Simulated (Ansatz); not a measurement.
We consider chalcopyrite CuInS₂, described by PBE-D4 (Ansatz, a quantum-chemistry and plane-wave program, plane waves, PAW).

Numerical settings: plane-wave cutoff 520 eV, 10×10×10 k mesh, Fermi–Dirac smearing 0.01 eV, no spin polarisation, scalar-relativistic PAW data made under PBE.

Cell (relaxed at this level):

CuInS$_{2}$ has the tetragonal space group I-42d (No. 122), the chalcopyrite structure, Pearson symbol tI16. Lattice parameters: a = 5.505 Å, b = 5.505 Å, c = 11.087 Å, α = 90.00°, β = 90.00°, γ = 90.00°. In on 4b sees 4 S at 2.493 Å (tetrahedral). Cu on 4a is surrounded by 4 S at 2.294 Å (tetrahedral). S on 8d is surrounded by 2 Cu at 2.294 Å and 2 In at 2.493 Å (tetrahedral). (Neighbours: up to the widest gap in distance over summed covalent radii, below 1.35, at either atom; cation-cation and far metal-metal contacts left out.)
(The calculation used a cell of 8 atoms; values per cell refer to that cell.)

Task: What does this level give for the bulk modulus B0, band gap and pressure derivative B′ of the bulk modulus?

Result: 
- bulk modulus B0 = 73.1 GPa
- band gap = 0.04 eV
- pressure derivative B′ of the bulk modulus = 5.0

Measured, for comparison: band gap 1.55 eV (temperature not stated, no zero-point or thermal correction, direct or pseudo-direct at Γ; as tabulated in Ghosh et al. (2024), arXiv:2401.16805).

Note: the bulk modulus comes from volumes at which shape and atoms were relaxed.

Spin–orbit coupling is not included; it can close the smallest gap of 0.04 eV.

Static lattice: no zero-point or thermal effects.

Computing time: about 60 core-minutes (a rough figure).
